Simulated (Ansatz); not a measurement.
**CoO: single point with PBEsol**

CoO:

```
Co O
1.0
    -1.50800    1.50800    2.10725
     1.50800   -1.50800    2.10725
     1.50800    1.50800   -2.10725
Co O
1 1
Direct
  0.00000 0.00000 0.00000
  0.50000 0.50000 0.00000
```

- Program: Ansatz 0.2.0
- Task: single point
- Functional: PBEsol
- Potentials or basis: Ansatz PAW
- Cutoff: 420 eV (not typed: the program's choice for these potentials)
- k mesh: 10 × 10 × 10
- Occupations: fermi-dirac, width 0.05 eV
- Spin: collinear spin, ferromagnetic start
- Starting moments: [2.5, 0.0] μB
- Fixed moment: 2.5 μB

- Pressure: -13.3 GPa
- Net moment: 2.50 μB per cell
- Absolute moment: 2.51 μB per cell
- Site moments: Co +2.17; O +0.21 μB

It took 5.9 s on 2 threads of AMD EPYC 7571, on a shared host, peak memory 0.37 GiB.

Caveat: the pressure holds a Pulay correction of +0.8 GPa for the finite cutoff; the total moment is fixed, so each spin has its own Fermi level; a cell with one magnetic atom can't hold antiferromagnetic order, which such compounds often take; the PAW data sets come from PBE, with cores solved anew for the run's functional, which leaves a small shift of forces and pressure; the thresholds are loose for stress.
